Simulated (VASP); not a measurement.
**Al2Pt under changes of volume**

One of the cells (16.761 Å³/atom); the others are scaled copies at fixed shape and fractional positions:

```
CELL_PARAMETERS angstrom
0.00000 2.92954 2.92954
2.92954 0.00000 2.92954
2.92954 2.92954 0.00000
ATOMIC_POSITIONS crystal
Pt 0.00000 0.00000 0.00000
Al 0.75000 0.75000 0.75000
Al 0.25000 0.25000 0.25000
```

```yaml
Program: VASP 6.6.1
Functional: LDA
Potentials_or_basis: VASP PAW LDA potentials, release 64 (Pt, Al)
Cutoff: 520 eV
k_mesh: 8 × 8 × 8
Occupations: fermi-dirac, width 0.05 eV
Spin: no spin polarisation
```

```csv
volume (Å³/atom),energy over the lowest point (meV/atom),pressure (GPa)
16.091,?,?
16.426,3.15,3.0
16.761,0.00,0.1
17.097,2.95,-2.7
17.432,11.36,-5.2
```

Task: What does the run at 16.091 Å³/atom give?

Result: Energy over the lowest point 13.07 meV/atom; pressure 6.6 GPa.

Worked out: A Birch-Murnaghan fit of order 2 (a polynomial in V^(-2/3)) to the other rows has its minimum at 16.76 Å³/atom with B0 = V·E''(V) = 145 GPa. It gives 12.99 meV/atom at 16.091 Å³/atom, against the run's 13.07, and -dE/dV = 6.4 GPa, against 6.6.

Energies are extrapolated to zero smearing.
